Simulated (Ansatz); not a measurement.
CaO:

```xyz
2
Lattice="0.0000 2.4036 2.4036 2.4036 0.0000 2.4036 2.4036 2.4036 0.0000" Properties=species:S:1:pos:R:3 pbc="T T T"
Ca    0.0000    0.0000    0.0000
O     2.4036    2.4036    2.4036
```

The cell is a database's computed one.

Base run:

```yaml
Program: Ansatz 0.2.0
Functional: PBE
Potentials_or_basis: Ansatz PAW
Cutoff: "420 eV (not typed: the program's choice for these potentials)"
k_mesh: 10 × 10 × 10
Occupations: gaussian, width 0.03 eV
Spin: no spin polarisation
```

Its results: band gap on the k mesh 3.66 eV, indirect (least direct gap 4.03 eV).

Problem. The run is repeated on the same cell with these changes: functional from PBE to LDA; occupations from gaussian, width 0.03 eV to fixed. What comes out?

Solution. Band gap on the k mesh 3.49 eV, indirect (least direct gap 3.86 eV).

A k mesh can miss the band edges.
